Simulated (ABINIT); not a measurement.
# TiC (Fm-3m) in ABINIT: a series of runs

Aim: see how the results for TiC move with the level of theory and the settings. Levels: PBE, LDA. Tasks: single point, relaxation of cell and atoms.

All numbers are computed with ABINIT 10.8.3 (patched build); they aren't measurements. Logs are shortened: lines on timing, memory, paths and dates and some standing lists are left out, and cuts for length are marked. The log counts tension as positive stress, the text compression.

**1. The crystal as given**

It takes space group Fm-3m (No. 225, cubic). The conventional cell has a = 4.331 Å, b = 4.331 Å, c = 4.331 Å, α = 90.00°, β = 90.00°, γ = 90.00°. Around Ti (site symmetry m-3m) lie 6 C at 2.17 Å. C (site symmetry m-3m) has 6 Ti at 2.17 Å as nearest neighbours.

The cell is a database's computed one.

**2. Single point, PBE**

The input, run.abi:

```
pp_dirpath "./"
pseudos "Ti.upf, C.upf"

acell 3.062788961 3.062788961 3.062788961 Angstrom
rprim
     0.0000000000     0.7071067812     0.7071067812
     0.7071067812     0.0000000000     0.7071067812
     0.7071067812     0.7071067812     0.0000000000
ntypat 2
znucl 22 6
natom 2
typat 1 2
xred
     0.0000000000     0.0000000000     0.0000000000
     0.5000000000     0.5000000000     0.5000000000

ecut 1142.878222 eV

kptopt 1
ngkpt 8 8 8
nshiftk 1
shiftk 0.0 0.0 0.0

ixc 11

nband 12
occopt 3
tsmear 0.00183747

nstep 100
tolvrs 1.0e-10

iomode 3
prtwf 0
prtden 0
prteig 0
prtebands 0
enunit 2
```

Potentials or basis: PseudoDojo NC SR PBE v0.4.1 standard.

Launch:

```console
$ abinit run.abi > log 2>&1
```

run.abo:

```text
.Version 10.8.3 of ABINIT
 Symmetries : space group Fm -3 m (#225); Bravais cF (face-center cubic)
================================================================================
 Values of the parameters that define the memory need of the present run
     intxc =       0    ionmov =       0      iscf =       7    lmnmax =       6
     lnmax =       6     mgfft =      36  mpssoang =       3    mqgrid =    3001
     natom =       2  nloc_mem =       1    nspden =       1   nspinor =       1
    nsppol =       1      nsym =      48    n1xccc =    2501    ntypat =       2
    occopt =       3   xclevel =       2
       mpw =        1812          nfft =       46656          nkpt =          29
================================================================================
================================================================================

--------------------------------------------------------------------------------
------------- Echo of variables that govern the present computation ------------
--------------------------------------------------------------------------------
 -outvars: echo values of preprocessed input variables --------
            acell      5.7878323177E+00  5.7878323177E+00  5.7878323177E+00 Bohr
              amu      4.78800000E+01  1.20110000E+01
             ecut      4.20000000E+01 Hartree
           enunit           2
              ixc          11
         kptrlatt        8    0    0      0    8    0      0    0    8
          kptrlen      4.63026585E+01
            natom           2
            nband          12
            ngfft          36      36      36
             nkpt          29
            nstep         100
             nsym          48
           ntypat           2
           occopt           3
           prtden           0
        prtebands           0
           prteig           0
            prtwf           0
            rprim      0.0000000000E+00  7.0710678120E-01  7.0710678120E-01
                       7.0710678120E-01  0.0000000000E+00  7.0710678120E-01
                       7.0710678120E-01  7.0710678120E-01  0.0000000000E+00
          spgroup         225
           tolvrs      1.00000000E-10
           tsmear      1.83747000E-03 Hartree
            typat      1  2
           xangst      0.0000000000E+00  0.0000000000E+00  0.0000000000E+00
                       2.1657188437E+00  2.1657188437E+00  2.1657188437E+00
            xcart      0.0000000000E+00  0.0000000000E+00  0.0000000000E+00
                       4.0926154803E+00  4.0926154803E+00  4.0926154803E+00
             xred      0.0000000000E+00  0.0000000000E+00  0.0000000000E+00
                       5.0000000000E-01  5.0000000000E-01  5.0000000000E-01
            znucl       22.00000    6.00000

================================================================================

 chkinp: Checking input parameters for consistency.

================================================================================
== DATASET  1 ==================================================================

--- !DatasetInfo
iteration_state: {dtset: 1, }
dimensions: {natom: 2, nkpt: 29, mband: 12, nsppol: 1, nspinor: 1, nspden: 1, mpw: 1812, }
cutoff_energies: {ecut:  42.0, pawecutdg:  -1.0, }
electrons: {nelect:   1.60000000E+01, charge:   0.00000000E+00, occopt:   3.00000000E+00, tsmear:   1.83747000E-03, }
meta: {optdriver: 0, ionmov: 0, optcell: 0, iscf: 7, paral_kgb: 0, }
...

 Exchange-correlation functional for the present dataset will be:
  GGA: Perdew-Burke-Ernzerhof functional - ixc=11
  J.P.Perdew, K.Burke, M.Ernzerhof, PRL 77, 3865 (1996)

 Real(R)+Recip(G) space primitive vectors, cartesian coordinates (Bohr,Bohr^-1):
 R(1)=  0.0000000  4.0926155  4.0926155  G(1)= -0.1221713  0.1221713  0.1221713
 R(2)=  4.0926155  0.0000000  4.0926155  G(2)=  0.1221713 -0.1221713  0.1221713
 R(3)=  4.0926155  4.0926155  0.0000000  G(3)=  0.1221713  0.1221713 -0.1221713
 Unit cell volume ucvol=  1.3709854E+02 bohr^3
 Angles (23,13,12)=  6.00000000E+01  6.00000000E+01  6.00000000E+01 degrees

 getcut: wavevector=  0.0000  0.0000  0.0000  ngfft=  36  36  36
         ecut(hartree)=     42.000   => boxcut(ratio)=   2.13205

--- Pseudopotential description ------------------------------------------------
- pspini: atom type   1  psp file is ./Ti.upf
12 -101130 2 -1 1586                          pspcod,pspxc,lmax,lloc,mmax
     nproj     2     2     2

- pspini: atom type   2  psp file is ./C.upf
12 -101130 1 -1 1248                          pspcod,pspxc,lmax,lloc,mmax
     nproj     2     2     0

   3.03918597E+02                                ecore*ucvol(ha*bohr**3)
--------------------------------------------------------------------------------

================================================================================

--- !BeginCycle
iteration_state: {dtset: 1, }
solver: {iscf: 7, nstep: 100, nline: 4, wfoptalg: 0, }
tolerances: {tolvrs: 1.00E-10, }
...

     iter   Etot(hartree)      deltaE(h)  residm     vres2
 ETOT  1  -65.105915139228    -6.511E+01 1.714E-01 1.597E+03
 ETOT  2  -64.047598896335     1.058E+00 8.849E-02 7.180E+03
 ETOT  3  -65.436394230731    -1.389E+00 2.010E-01 1.628E+01
 ETOT  4  -65.439743636323    -3.349E-03 1.723E-02 5.776E+00
 ETOT  5  -65.440724262925    -9.806E-04 2.657E-03 7.516E-01
 ETOT  6  -65.440860353593    -1.361E-04 2.416E-03 2.212E-02
 ETOT  7  -65.440864794249    -4.441E-06 7.740E-04 2.086E-04
 ETOT  8  -65.440864874087    -7.984E-08 4.182E-04 3.663E-05
 ETOT  9  -65.440864883317    -9.230E-09 5.334E-04 3.710E-06
 ETOT 10  -65.440864884318    -1.001E-09 1.399E-04 1.304E-07
 ETOT 11  -65.440864884383    -6.412E-11 3.649E-04 4.998E-10
 ETOT 12  -65.440864884388    -5.187E-12 9.293E-05 5.281E-10
 ETOT 13  -65.440864884388     1.705E-13 2.413E-04 1.430E-11

 At SCF step   13       vres2   =  1.43E-11 < tolvrs=  1.00E-10 =>converged.

 Cartesian components of stress tensor (hartree/bohr^3)
  sigma(1 1)= -1.07446374E-05  sigma(3 2)=  0.00000000E+00
  sigma(2 2)= -1.07446374E-05  sigma(3 1)=  0.00000000E+00
  sigma(3 3)= -1.07446374E-05  sigma(2 1)=  0.00000000E+00

--- !ResultsGS
iteration_state: {dtset: 1, }
comment   : Summary of ground state results
lattice_vectors:
- [  0.0000000,   4.0926155,   4.0926155, ]
- [  4.0926155,   0.0000000,   4.0926155, ]
- [  4.0926155,   4.0926155,   0.0000000, ]
lattice_lengths: [   5.78783,    5.78783,    5.78783, ]
lattice_angles: [ 60.000,  60.000,  60.000, ] # degrees, (23, 13, 12)
lattice_volume:   1.3709854E+02
convergence: {deltae:  1.705E-13, res2:  1.430E-11, residm:  2.413E-04, diffor: null, }
etotal    :  -6.54408649E+01
entropy   :   0.00000000E+00
fermie    :   4.01183566E-01
cartesian_stress_tensor: # hartree/bohr^3
- [ -1.07446374E-05,   0.00000000E+00,   0.00000000E+00, ]
- [  0.00000000E+00,  -1.07446374E-05,   0.00000000E+00, ]
- [  0.00000000E+00,   0.00000000E+00,  -1.07446374E-05, ]
pressure_GPa:   3.1612E-01
xred      :
- [  0.0000E+00,   0.0000E+00,   0.0000E+00, Ti]
- [  5.0000E-01,   5.0000E-01,   5.0000E-01,  C]
cartesian_forces: # hartree/bohr
- [ -0.00000000E+00,  -0.00000000E+00,  -0.00000000E+00, ]
- [ -0.00000000E+00,  -0.00000000E+00,  -0.00000000E+00, ]
force_length_stats: {min:   0.00000000E+00, max:   0.00000000E+00, mean:   0.00000000E+00, }
...

 Integrated electronic density in atomic spheres:
 ------------------------------------------------
 Atom  Sphere_radius  Integrated_density
    1        2.00000          9.53774242
    2        2.00000          3.90724481
================================================================================

 ----iterations are completed or convergence reached----

 Mean square residual over all n,k,spin=   11.470E-07; max=  24.135E-05
 reduced coordinates (array xred) for    2 atoms
       0.000000000000      0.000000000000      0.000000000000
       0.500000000000      0.500000000000      0.500000000000
 rms dE/dt=  0.0000E+00; max dE/dt=  0.0000E+00; dE/dt below (all hartree)
    1       0.000000000000      0.000000000000      0.000000000000
    2       0.000000000000      0.000000000000      0.000000000000

 cartesian coordinates (angstrom) at end:
    1      0.00000000000000     0.00000000000000     0.00000000000000
    2      2.16571884370760     2.16571884370760     2.16571884370760

 cartesian forces (hartree/bohr) at end:
    1     -0.00000000000000    -0.00000000000000    -0.00000000000000
    2     -0.00000000000000    -0.00000000000000    -0.00000000000000
 frms,max,avg= 0.0000000E+00 0.0000000E+00   0.000E+00  0.000E+00  0.000E+00 h/b

 cartesian forces (eV/Angstrom) at end:
    1     -0.00000000000000    -0.00000000000000    -0.00000000000000
    2     -0.00000000000000    -0.00000000000000    -0.00000000000000
 frms,max,avg= 0.0000000E+00 0.0000000E+00   0.000E+00  0.000E+00  0.000E+00 e/A
 length scales=  5.787832317744  5.787832317744  5.787832317744 bohr
              =  3.062788961000  3.062788961000  3.062788961000 angstroms
 Fermi (or HOMO) energy (hartree) =   0.40118   Average Vxc (hartree)=  -0.47110
 Eigenvalues (hartree) for nkpt=  29  k points:
 kpt#   1, nband= 12, wtk=  0.00195, kpt=  0.0000  0.0000  0.0000 (reduced coord)
  -1.67582   -0.79536   -0.79536   -0.79536   -0.05294    0.42870    0.42870    0.42870
   0.46447    0.46447    0.46685    0.46685
      occupation numbers for kpt#   1
   2.00000    2.00000    2.00000    2.00000    2.00000    0.00000    0.00000    0.00000
   0.00000    0.00000    0.00000    0.00000
 prteigrs : prtvol=0 or 1, do not print more k-points.

 Fermi (or HOMO) energy (eV) =  10.91676   Average Vxc (eV)= -12.81920
 Eigenvalues (   eV  ) for nkpt=  29  k points:
 kpt#   1, nband= 12, wtk=  0.00195, kpt=  0.0000  0.0000  0.0000 (reduced coord)
 -45.60149  -21.64297  -21.64297  -21.64297   -1.44067   11.66565   11.66565   11.66565
  12.63883   12.63883   12.70356   12.70361
 prteigrs : prtvol=0 or 1, do not print more k-points.

--- !EnergyTerms
iteration_state     : {dtset: 1, }
comment             : Components of total free energy in Hartree
kinetic             :  2.72924410896356E+01
hartree             :  1.14099282099387E+01
xc                  : -1.08819424518601E+01
Ewald energy        : -5.12015050542319E+01
psp_core            :  2.21678948355069E+00
local_psp           : -4.48133482834520E+01
non_local_psp       :  5.36868090270329E-01
internal            : -6.54407689161487E+01
'-kT*entropy'       : -9.59682388283401E-05
total_energy        : -6.54408648843876E+01
total_energy_eV     : -1.78073665064012E+03
band_energy         : -6.27717742585549E+00
...

 Cartesian components of stress tensor (hartree/bohr^3)
  sigma(1 1)= -1.07446374E-05  sigma(3 2)=  0.00000000E+00
  sigma(2 2)= -1.07446374E-05  sigma(3 1)=  0.00000000E+00
  sigma(3 3)= -1.07446374E-05  sigma(2 1)=  0.00000000E+00

-Cartesian components of stress tensor (GPa)         [Pressure=  3.1612E-01 GPa]
- sigma(1 1)= -3.16118147E-01  sigma(3 2)=  0.00000000E+00
- sigma(2 2)= -3.16118147E-01  sigma(3 1)=  0.00000000E+00
- sigma(3 3)= -3.16118147E-01  sigma(2 1)=  0.00000000E+00

== END DATASET(S) ==============================================================
================================================================================

 -outvars: echo values of variables after computation  --------
            acell      5.7878323177E+00  5.7878323177E+00  5.7878323177E+00 Bohr
           etotal     -6.5440864884E+01
            fcart     -0.0000000000E+00 -0.0000000000E+00 -0.0000000000E+00
                      -0.0000000000E+00 -0.0000000000E+00 -0.0000000000E+00
            rprim      0.0000000000E+00  7.0710678120E-01  7.0710678120E-01
                       7.0710678120E-01  0.0000000000E+00  7.0710678120E-01
                       7.0710678120E-01  7.0710678120E-01  0.0000000000E+00
           strten     -1.0744637419E-05 -1.0744637419E-05 -1.0744637419E-05
                       0.0000000000E+00  0.0000000000E+00  0.0000000000E+00
           xangst      0.0000000000E+00  0.0000000000E+00  0.0000000000E+00
                       2.1657188437E+00  2.1657188437E+00  2.1657188437E+00
             xred      0.0000000000E+00  0.0000000000E+00  0.0000000000E+00
                       5.0000000000E-01  5.0000000000E-01  5.0000000000E-01
 Calculation completed.
```

Run time: 30 s. Hardware: 1 thread of Arm Neoverse V1, shared host; peak memory 0.07 GiB.

Results:

* Free energy: -1780.7367 eV
* Pressure: 0.3 GPa
* Band gap on the k mesh: none (metal or under the smearing width)
* Valence electrons inside the program's atomic spheres: Ti 9.54; C 3.91

(Continued in part 2 of 2.)
